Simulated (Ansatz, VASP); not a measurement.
Given: the input of a run of Ansatz 0.2.0 on WC.

Contents of input.yaml:

```yaml
crystal:
  lattice:
    - [0.0, 2.1630495024, 2.1630495024]
    - [2.1630495024, 0.0, 2.1630495024]
    - [2.1630495024, 2.1630495024, 0.0]
  atoms:
    - { symbol: W, position: [0.0, 0.0, 0.0] }
    - { symbol: C, position: [0.5, 0.5, 0.5] }
kpoints:
  mp_grid: { grid: [10, 10, 10] }
scf:
  occupations: { method: fermi_dirac, width: 0.05 }
hamiltonian:
  xc: pbe
  pseudopotentials: { kind: all_electron, lapw: { basis_error: 0.0005 } }
output:
  forces: true
  stress: true
  eigenvalues: true
```

Potentials or basis: all-electron LAPW, scalar-relativistic.

Run with:

```console
$ ansatz run input.yaml --threads 1 --pin off --max-ram 3072MiB --backend cpu --events-out ev --progress --plain --runs-dir out
```

Problem. Set up the same calculation for VASP 6.6.1. Potentials there: VASP PAW PBE potentials, release 64 (W_sv, C).

Solution. As run (the cutoff follows the program's own potentials):

Contents of INCAR:

```
SYSTEM = WC
PREC = Accurate
ENCUT = 520
EDIFF = 1E-7
ISMEAR = -1
SIGMA = 0.05
LREAL = .FALSE.
LASPH = .TRUE.
NELM = 100
ALGO = Normal
ISIF = 2
LWAVE = .FALSE.
LCHARG = .TRUE.
GGA = PE
LELF = .TRUE.
LVHAR = .TRUE.
NBANDS = 16
```

File KPOINTS:

```
regular mesh
0
G
  10 10 10
  0 0 0
```

Contents of POSCAR:

```
WC
1.0
    0.0000000000      2.1630495024      2.1630495024
    2.1630495024      0.0000000000      2.1630495024
    2.1630495024      2.1630495024      0.0000000000
W C
1 1
Direct
    0.0000000000      0.0000000000      0.0000000000
    0.5000000000      0.5000000000      0.5000000000
```

Potentials or basis: VASP PAW PBE potentials, release 64 (W_sv, C).

Command:

```bash
$ cat potpaw_PBE.64/W_sv/POTCAR potpaw_PBE.64/C/POTCAR > POTCAR
$ mpirun -np 1 vasp_std > vasp.out
```

Both were run:

|  | VASP | Ansatz | Ansatz less VASP |
| --- | --- | --- | --- |
| gap on the k mesh at the Fermi level (eV) | none | none | - |
| pressure (GPa) | 15.6 | 14.5 | -1.05 |

A gap of «none» marks a metal or a gap that the smearing closes. Ansatz ran all-electron here, so the differences hold the error of VASP's frozen core and of both bases.

Caveats: so large a pressure means that the cell lies far from this level's equilibrium, or that cutoff or potentials fall short (VASP). The runs have no spin-orbit coupling, so splittings on W are missing.
